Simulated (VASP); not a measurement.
# HfS2 (P-3m1) in VASP: a series of runs

Runs on HfS2. Level: rev-vdW-DF2. Tasks: relaxation of cell and atoms.

Everything below comes from runs of VASP 6.6.1. Logs are shortened: lines on timing, memory, paths and dates and some standing lists are left out, and cuts for length are marked.

### Step 1. The crystal as given

The structure is trigonal, space group P-3m1 (No. 164). The conventional cell has a = 3.640 Å, b = 3.640 Å, c = 6.056 Å, α = 90.00°, β = 90.00°, γ = 120.00°. Around Hf (site symmetry -3m) lie 6 S at 2.54 Å. S (site symmetry 3m) has 3 Hf at 2.54 Å as nearest neighbours.

The cell is a database's computed one.

### Step 2. Relaxation of cell and atoms, rev-vdW-DF2

Input file INCAR:

```
  PREC = Accurate
  ENCUT = 600
  EDIFF = 1E-6
  ISMEAR = 0
  SIGMA = 0.03
  LREAL = False
  LASPH = True
  NELM = 80
  ALGO = Normal
  ISIF = 3
  LWAVE = False
  LCHARG = False
  GGA = MK
  LUSE_VDW = True
  AGGAC = 0.0
  PARAM1 = 0.1234
  PARAM2 = 0.711357
  ZAB_VDW = -1.8867
  IBRION = 2
  NSW = 90
  EDIFFG = -0.01
```

Input file KPOINTS:

```
Automatic mesh
0
Gamma
  9 9 5
```

Input file POSCAR:

```
HfS2
1.0
    3.6396641800      0.0000000000      0.0000000000
   -1.8198320900      3.1520416411      0.0000000000
    0.0000000000      0.0000000000      6.0555624700
Hf S
1 2
Direct
    0.0000000000      0.0000000000      0.0000000000
    0.6666666700      0.3333333300      0.7639520500
    0.3333333300      0.6666666700      0.2360479500
```

Potentials or basis: VASP PAW PBE potentials, release 64 (Hf_pv, S).

Started as:

```sh
$ cat potpaw_PBE.64/Hf_pv/POTCAR potpaw_PBE.64/S/POTCAR > POTCAR
$ mpirun -np 1 vasp_std > vasp.out
```

OUTCAR:

```text
PREC = Accurate
   ENCUT = 600
   EDIFF = 1E-6
   ISMEAR = 0
   LREAL = False
   LASPH = True
   NELM = 80
   ISIF = 3
   GGA = MK
   IBRION = 2
   NSW = 90
   EDIFFG = -0.01

 ion  position               nearest neighbor table
   1  0.000  0.000  0.000-   2 2.54   3 2.54   3 2.54   2 2.54   2 2.54   3 2.54
   2  0.667  0.333  0.764-   1 2.54   1 2.54   1 2.54
   3  0.333  0.667  0.236-   1 2.54   1 2.54   1 2.54

  LATTYP: Found a hexagonal cell.
 ALAT       =     3.6396641800
 C/A-ratio  =     1.6637695596

  Lattice vectors:

 A1 = (   3.6396641800,   0.0000000000,   0.0000000000)
 A2 = (  -1.8198320900,   3.1520416411,   0.0000000000)
 A3 = (   0.0000000000,   0.0000000000,   6.0555624700)

Analysis of symmetry for initial positions (statically):
=====================================================================
 Subroutine PRICEL returns:
 Original cell was already a primitive cell.

 Routine SETGRP: Setting up the symmetry group for a
 hexagonal supercell.

 Subroutine GETGRP returns: Found 12 space group operations
 (whereof 12 operations were pure point group operations)
 out of a pool of 24 trial point group operations.

The static configuration has the point symmetry D_3d.

Analysis of symmetry for dynamics (positions and initial velocities):
=====================================================================
 Subroutine PRICEL returns:
 Original cell was already a primitive cell.

 Routine SETGRP: Setting up the symmetry group for a
 hexagonal supercell.

 Subroutine GETGRP returns: Found 12 space group operations
 (whereof 12 operations were pure point group operations)
 out of a pool of 24 trial point group operations.

The dynamic configuration has the point symmetry D_3d.

 Subroutine INISYM returns: Found 12 space group operations
 (whereof 12 operations are pure point group operations),
 and found     1 'primitive' translations

----------------------------------------------------------------------------------------

                                     Primitive cell

  volume of cell :      69.4717

  direct lattice vectors                    reciprocal lattice vectors
     3.639664180  0.000000000  0.000000000     0.274750623  0.158627346  0.000000000
    -1.819832090  3.152041641  0.000000000     0.000000000  0.317254692  0.000000000
     0.000000000  0.000000000  6.055562470     0.000000000  0.000000000  0.165137426

  length of vectors
     3.639664180  3.639664180  6.055562470     0.317254692  0.317254692  0.165137426

  position of ions in fractional coordinates (direct lattice)
     0.000000000  0.000000000  0.000000000
     0.666666670  0.333333330  0.763952050
     0.333333330  0.666666670  0.236047950

  ion indices of the primitive-cell ions
   primitive index   ion index
                 1           1
                 2           2
                 3           3

[... 109 lines left out ...]
 maximum number of plane-waves:      2346
 NGX is ok and might be reduce to    30
   NGX = 15   NGY = 15   NGZ = 25

--------------------------------------- Ionic step        1  -------------------------------------------

 number of electron      22.0000001 magnetization

 Free energy of the ion-electron system (eV)
  ---------------------------------------------------
  ext. energy  EPLUGINS =         0.00000000
  ---------------------------------------------------
  free energy    TOTEN  =       -18.27951699 eV

  energy without entropy =      -18.27951699  energy(sigma->0) =      -18.27951699

------------------------ aborting loop because EDIFF is reached ----------------------------------------

  FORCE on cell =-STRESS in cart. coord.  units (eV):
  Direction    XX          YY          ZZ          XY          YZ          ZX
  --------------------------------------------------------------------------------------
  -------------------------------------------------------------------------------------
  Total       -0.2324808     -0.2324808      0.0760190      0.0000000     -0.0000000     -0.0000000
  in kB       -5.3615442     -5.3615442      1.7531742      0.0000000     -0.0000000     -0.0000000
  external PRESSURE =      -2.9899714 kB  Pullay stress =       0.0000000 kB
[... 100 lines left out ...]
  energy  without entropy=      -18.2862536103  energy(sigma->0) =      -18.28625361

Total vdW correction in eV:      3.1247104

 E-fermi :   3.1858     XC(G=0):  -9.6799

 val. band max:        2.9837120596   @ k =   0.0000   0.0000   0.0000
 cond. band min:       4.0508599007   @ k =   0.0000   0.4444   0.4000
 fundamental gap:      1.0671478411
 Fermi energy:         3.1858038309

 k-point     1 :       0.0000    0.0000    0.0000
  band No.  band energies     occupation
      1     -27.7325      2.00000
      2     -27.6275      2.00000
      3     -27.6275      2.00000
      4     -10.0352      2.00000
      5      -8.3841      2.00000
      6      -1.7139      2.00000
      7       0.3199      2.00000
      8       0.3199      2.00000
      9       2.9023      2.00000
     10       2.9837      2.00000
     11       2.9837      2.00000
     12       4.9899      0.00000
     13       4.9899      0.00000
     14       5.5283      0.00000
[... 403 lines left out ...]
      4      -9.1526      2.00000
      5      -8.5049      2.00000
      6      -0.9138      2.00000
      7      -0.2938      2.00000
      8       0.1869      2.00000
      9       0.6285      2.00000
     10       1.5821      2.00000
     11       2.4574      2.00000
     12       4.8400      0.00000
     13       6.0575      0.00000
     14       7.0418      0.00000
     15       7.9770      0.00000

 [... further k-points ...]

[... ionic steps 4 to 7 ...]

--------------------------------------- Ionic step        8  -------------------------------------------

 number of electron      22.0000002 magnetization

------------------------ aborting loop because EDIFF is reached ----------------------------------------
[... 73 lines left out ...]
--------------------------------------- Ionic step       10  -------------------------------------------

 number of electron      22.0000002 magnetization

 Free energy of the ion-electron system (eV)
  ---------------------------------------------------
  ext. energy  EPLUGINS =         0.00000000
  ---------------------------------------------------
  free energy    TOTEN  =       -18.29708697 eV

  energy without entropy =      -18.29708697  energy(sigma->0) =      -18.29708697

 E-fermi :   3.5806     XC(G=0):  -9.8645

 val. band max:        3.4249477501   @ k =   0.0000   0.0000   0.0000
 cond. band min:       4.3753490064   @ k =   0.0000   0.4444   0.4000
 fundamental gap:      0.9504012563
 Fermi energy:         3.5805672374

 k-point     1 :       0.0000    0.0000    0.0000
  band No.  band energies     occupation
      1     -27.4176      2.00000
      2     -27.3126      2.00000
      3     -27.3126      2.00000
      4      -9.7710      2.00000
      5      -8.0089      2.00000
      6      -1.5133      2.00000
      7       0.6116      2.00000
      8       0.6116      2.00000
      9       3.3028      2.00000
     10       3.3028      2.00000
     11       3.4249      2.00000
     12       5.3078      0.00000
     13       5.3078      0.00000
     14       5.8670      0.00000
[... 449 lines left out ...]
  energy  without entropy=      -18.2970869670  energy(sigma->0) =      -18.29708697

Total vdW correction in eV:      3.0659722

 reached required accuracy - stopping structural energy minimisation
```

OSZICAR:

```text
N       E                     dE             d eps       ncg     rms          rms(c)
DAV:   1     0.107391525882E+03    0.10739E+03   -0.11954E+04  1508   0.145E+03
[... 92 lines left out ...]
DAV:   2    -0.182994584064E+02    0.57394E-02   -0.47574E-02  1913   0.152E+00    0.712E-01
DAV:   3    -0.182973559248E+02    0.21025E-02   -0.36915E-03  1808   0.422E-01    0.284E-01
DAV:   4    -0.182970887120E+02    0.26721E-03   -0.11129E-03  1962   0.242E-01    0.214E-01
DAV:   5    -0.182970865846E+02    0.21275E-05   -0.42048E-05  1934   0.494E-02    0.159E-01
DAV:   6    -0.182970895553E+02   -0.29707E-05   -0.36857E-05  1913   0.343E-02    0.518E-02
DAV:   7    -0.182970872215E+02    0.23338E-05   -0.69433E-06  1640   0.144E-02    0.195E-02
DAV:   8    -0.182970869670E+02    0.25456E-06   -0.21875E-06  1330   0.879E-03
  10 F= -.18297087E+02 E0= -.18297087E+02  d E =-.237207E-03
```

CONTCAR:

```text
HfS2
   1.00000000000000
     3.6138060601760214    0.0000000000000000   -0.0000000000000000
    -1.8069030300880107    3.1296478524388625    0.0000000000000000
    -0.0000000000000000   -0.0000000000000001    5.8301069042786331
  Hf              S
     1     2
Direct
     0.0000000000000000    1.0000000000000000    0.0000000000000000
     0.6666666699999979    0.3333333300000021    0.7507017013805954
     0.3333333300000021    0.6666666699999979    0.2492982986194044

  0.00000000E+00  0.00000000E+00  0.00000000E+00
  0.00000000E+00  0.00000000E+00  0.00000000E+00
  0.00000000E+00  0.00000000E+00  0.00000000E+00
```

Wall time 17 min (1 thread of Intel Xeon Platinum 8259CL at 2.50GHz (Skylake/Cascade Lake), shared host); peak memory 0.49 GiB.

What came out:

| Item | Value |
| --- | --- |
| Free energy | -18.2971 eV |
| Relaxed volume | 21.98 Å³/atom |
| Relaxed cell | a = 3.614 Å, b = 3.614 Å, c = 5.830 Å, α = 90.00°, β = 90.00°, γ = 120.00° |
| Space group after relaxing (to 0.05 Å) | P-3m1 (No. 164) |
| Energy gained by relaxing | 5.9 meV/atom |
| Ionic steps | 10 |
| Pressure after relaxing | 0.0 GPa |
| Band gap on the k mesh | 0.95 eV, indirect (least direct gap 1.85 eV) |

Forces on the atoms (eV/Å):
```
Hf   0.000  0.000  0.000
S    0.000  0.000  0.003
S    0.000  0.000 -0.003
```

Step by step:
```
step  energy change (eV)  largest force (eV/Å)  pressure (GPa)  volume (Å³)
   1              0.0000                0.2067           -0.30        69.47
   2             -0.0047                0.1408           -0.21        69.04
   3             -0.0067                0.0531           -0.10        68.48
   4             -0.0096                0.0500           -0.06        68.07
   5             -0.0157                0.0399            0.10        66.83
   6             -0.0124                0.0062            0.67        64.36
   7             -0.0173                0.0473            0.31        66.03
   8             -0.0173                0.0439            0.35        65.81
   9             -0.0107                0.2466           -1.72        66.62
  10             -0.0176                0.0027            0.02        65.94
```

Final structure:
```
Hf S
1.0
     3.61381    0.00000    0.00000
    -1.80690    3.12965    0.00000
     0.00000    0.00000    5.83011
Hf S
1 2
Direct
  0.00000 0.00000 0.00000
  0.66667 0.33333 0.75070
  0.33333 0.66667 0.24930
```

Caveat: the PAW data sets were made with another functional, which shifts forces and pressure a little; spin-orbit coupling is left out, which moves the levels of the heavy elements; an odd mesh through Γ misses points on the zone boundary, where band edges often lie.

### Step 3. Relaxation of cell and atoms, rev-vdW-DF2

This run uses another cell than the first one, of 21.98 Å³/atom, 0.949 times its volume.

Changes to INCAR since step 2:

```diff
@@ -2,3 +2,3 @@
   ENCUT = 600
-  EDIFF = 1E-6
+  EDIFF = 1E-7
   ISMEAR = 0
@@ -20,2 +20,2 @@
   NSW = 90
-  EDIFFG = -0.01
+  EDIFFG = -0.005
```

KPOINTS is that of step 2.

Input file POSCAR:

```
HfS2                                    
1.0
    3.6138060602      0.0000000000     -0.0000000000
   -1.8069030301      3.1296478524      0.0000000000
   -0.0000000000     -0.0000000000      5.8301069043
  Hf              S             
     1     2
Direct
     0.0000000000000000    1.0000000000000000    0.0000000000000000
     0.6666666699999979    0.3333333300000021    0.7507017013805954
     0.3333333300000021    0.6666666699999979    0.2492982986194044
```

Potentials or basis: VASP PAW PBE potentials, release 64 (Hf_pv, S).

Started as:

```sh
$ cat potpaw_PBE.64/Hf_pv/POTCAR potpaw_PBE.64/S/POTCAR > POTCAR
$ mpirun -np 1 vasp_std > vasp.out
```

Run time: 2.2 min. Hardware: 1 thread of Intel Xeon Platinum 8259CL at 2.50GHz (Skylake/Cascade Lake), shared host; peak memory 0.48 GiB.

Results (log left out):

* Free energy: -18.2968 eV
* Pressure after relaxing: 0.0 GPa
* Band gap on the k mesh: 0.95 eV, indirect (least direct gap 1.85 eV)

Forces on the atoms (eV/Å):
```
Hf   0.000  0.000  0.000
S    0.000  0.000  0.003
S    0.000  0.000 -0.003
```

Final structure:
```cif
data_structure
_symmetry_space_group_name_H-M 'P 1'
_symmetry_Int_Tables_number 1
_cell_length_a 3.6138
_cell_length_b 3.6138
_cell_length_c 5.8301
_cell_angle_alpha 90.000
_cell_angle_beta 90.000
_cell_angle_gamma 120.000
_cell_volume 65.94
loop_
_atom_site_label
_atom_site_type_symbol
_atom_site_fract_x
_atom_site_fract_y
_atom_site_fract_z
_atom_site_occupancy
Hf1 Hf 0.00000 0.00000 0.00000 1
S1 S 0.66667 0.33333 0.75070 1
S2 S 0.33333 0.66667 0.24930 1
```

Levels at points of the mesh, in eV from the valence-band top:
| k point | band 9 | band 10 | band 11 | band 12 | band 13 | band 14 |
| --- | --- | --- | --- | --- | --- | --- |
| (0.00, 0.00, 0.00) | -0.12 | -0.12 | 0.00 | 1.88 | 1.88 | 2.44 |

Caveat: the relaxation stopped at its first step, so nothing moved; the PAW data sets were made with another functional, which shifts forces and pressure a little; spin-orbit coupling is left out, which moves the levels of the heavy elements; an odd mesh through Γ misses points on the zone boundary, where band edges often lie.
